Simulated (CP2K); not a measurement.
Runs of CP2K 2026.2 on Au. The structure is cubic, space group Pm-3m (No. 221). Conventional cell: a = 2.748 Å, b = 2.748 Å, c = 2.748 Å, α = 90.00°, β = 90.00°, γ = 90.00°. Around Au (site symmetry m-3m) lie 6 Au at 2.75 Å. The cell was built by a generator and needn't be a form met in nature.

```csv
level,gap on the mesh (eV),pressure (GPa),relaxed volume (Å³/atom)
LDA,none,0.0,20.07
PBEsol,none,0.0,20.38
PBE,none,0.0,21.36
BLYP,none,0.0,(a)
```

Alike in all rows: task relaxation of cell and atoms; potentials or basis POTENTIAL_UZH Au GTH-PBE-q11; TZVP-MOLOPT-PBE-GTH basis; no spin polarisation; cell relaxed; k mesh 7 × 7 × 7; smearing fermi-dirac 0.05 eV.

Q: Fill in the values left out.

A: (a) 23.19.

Caveats: with these potentials and basis sets, volumes of gold and of layered tellurides can stand 1.5 % and more from those of plane-wave programs; the basis of atomic orbitals isn't converged, which shifts pressures, moduli and gaps; the potentials were made for another functional, which shifts forces and pressure (some runs).

A k mesh can miss the band edges, and the runs leave out spin-orbit coupling on Au.

A gap of «none» marks a metal or a gap under the smearing width.
